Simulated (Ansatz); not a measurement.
**B₃P₂: from a trial structure to a relaxed crystal**

Theory: DFT PBE, scalar-relativistic, plane waves, PAW in Ansatz.

The start puts B₃P₂ on the sites of a reported Rb2P3 cell (Fmmm, No. 69), with P in place of Rb, B in place of P, at a guessed volume.

Input of the last, converged step (default PAW datasets):

```yaml
crystal:
  lattice:
    - [0.0, 3.2724333298, 5.2287455256]
    - [2.8784291832, 0.0, 5.2287455256]
    - [2.8784291832, 3.2724333298, 0.0]
  atoms:
    - { symbol: B, position: [0.6585147651, 0.1724837826, 0.3414852349] }
    - { symbol: B, position: [0.8275162174, 0.3414852349, 0.1724837826] }
    - { symbol: B, position: [0.3414852349, 0.8275162174, 0.6585147651] }
    - { symbol: B, position: [0.1724837826, 0.6585147651, 0.8275162174] }
    - { symbol: B, position: [0.8278003264, 0.8278003264, 0.1721996736] }
    - { symbol: B, position: [0.1721996736, 0.1721996736, 0.8278003264] }
    - { symbol: P, position: [0.6923552694, 0.3076447306, 0.6923552694] }
    - { symbol: P, position: [0.3076447306, 0.6923552694, 0.3076447306] }
    - { symbol: P, position: [0.25, 0.25, 0.25] }
    - { symbol: P, position: [0.75, 0.75, 0.75] }
basis:
  ecutwfc: 420
kpoints:
  mp_grid: { grid: [10, 10, 10] }
hamiltonian:
  xc: pbe
scf:
  occupations: { method: gaussian, width: 0.1 }
output:
  forces: true
  stress: true
  eigenvalues: true
relax:
  adjacent_minimum: "off"
  f_tol: 0.01
  max_steps: 80
  cell: { stress_tol: 0.05 }
```

Launched as:

```bash
ansatz run input.yaml --threads 1 --pin off --max-ram 2560MiB --backend cpu --events-out ev --progress --plain --runs-dir out
```

It took 6.7 min on 1 thread of Arm Neoverse V1, with other jobs on the host, peak memory 0.63 GiB.

The program printed at the end:

```
SCF converged after 3 iterations
Free energy (F): -3948.623728 eV
Harris-Foulkes:  -3948.623728 eV  (|F-HF|=5.91e-12)
Internal energy: -3948.610574 eV  (E = F + TS)
E sigma→0 (E₀):  -3948.617151 eV
Entropy (-TS):   -0.013154 eV (-1.315 meV/atom)
Fermi energy:    11.320214 eV
--- Per-component energies (eV) ---
  E_band       = 171.654624
  E_kinetic    = 567.216797
  E_local      = -158.333551  (includes V_loc(G=0)·N_el)
  E_nonlocal   = 204.809355
  E_hartree    = 37.569819
  E_xc         = -438.336012
  E_vxc        = -472.175637  (∫ρ·V_xc dr)
  E_paw        = -2747.562978  (= ΣΔE_a)
  E_vpaw       = -45.001990  (= ΣTr[D̂ρ^β])
  E_aug_tail   = -0.000001  (compensation charges beyond the density's cutoff)
  E_ewald      = -1413.974002
  E_smearing   = -0.013154  (= −TS)
  E_closure    = 0.000000  (closes the sum)
  Σ components = -3948.623728   (vs F -3948.623728, Δ=0.00e0)
--- Forces (eV/Å), atoms counted from 1 ---
  atom   1  B     -0.00089469     0.00000000    -0.00076830
  atom   2  B     -0.00089469     0.00000000     0.00076830
  atom   3  B      0.00089469     0.00000000     0.00076830
  atom   4  B      0.00089469     0.00000000    -0.00076830
  atom   5  B      0.00000000     0.00000000     0.00050966
  atom   6  B      0.00000000     0.00000000    -0.00050966
  atom   7  P      0.00000000     0.00061633     0.00000000
  atom   8  P      0.00000000    -0.00061633     0.00000000
  atom   9  P      0.00000000     0.00000000     0.00000000
  atom  10  P      0.00000000     0.00000000     0.00000000
  max |Σ_I F_I| component: 8.34e-17 eV/Å
--- Stress (GPa, compression-positive) ---
       -0.017001       0.000000       0.000000
        0.000000       0.000376       0.000000
        0.000000       0.000000      -0.009437
  P = ⅓ Tr σ = -0.0087 GPa (-0.087 kbar)
--- Relaxed structure (11 steps of the walk, 10 accepted, 2 SCFs on fresh bases) ---
  F+E_penalty+E_count = -3948.62372848 eV   max|allowed force component| = 8.947e-4 eV/Å   (the final SCF, on the basis selected at the relaxed cell)
  cell:  # Å, volume = 97.9038 Å³
    - [0.0, 3.263036, 5.118395]
    - [2.930987, 0.0, 5.118395]
    - [2.930987, 3.263036, 0.0]
  atoms:
    - { symbol: B, position: [0.651281, 0.170923, 0.348719] }
    - { symbol: B, position: [0.829077, 0.348719, 0.170923] }
    - { symbol: B, position: [0.348719, 0.829077, 0.651281] }
    - { symbol: B, position: [0.170923, 0.651281, 0.829077] }
    - { symbol: B, position: [0.831734, 0.831734, 0.168266] }
    - { symbol: B, position: [0.168266, 0.168266, 0.831734] }
    - { symbol: P, position: [0.691237, 0.308763, 0.691237] }
    - { symbol: P, position: [0.308763, 0.691237, 0.308763] }
    - { symbol: P, position: [0.250000, 0.25, 0.25] }
    - { symbol: P, position: [0.750000, 0.750000, 0.750000] }
```

Total energies depend on the potentials used, so only differences within one code and one set of settings carry meaning.

The result has space group Fmmm (No. 69). Around B on Wyckoff site n (4 atoms of the primitive cell) lie 2 B at 1.73–1.82 Å; B on Wyckoff site i (2 atoms of the primitive cell) is coordinated by 2 B at 1.73 Å; P on Wyckoff site h (2 atoms of the primitive cell) has 4 B at 2.09 Å; P on Wyckoff site f (2 atoms of the primitive cell) is coordinated by 8 B at 2.32–2.35 Å.

Against the elements it lies at 0.96 eV/atom. Energies over the elements count from the elements' standard structures at the same level, with no empirical corrections.

The k mesh leaves about 4 meV/atom of noise in metals.

A structure relaxed within its symmetry needn't be a true minimum.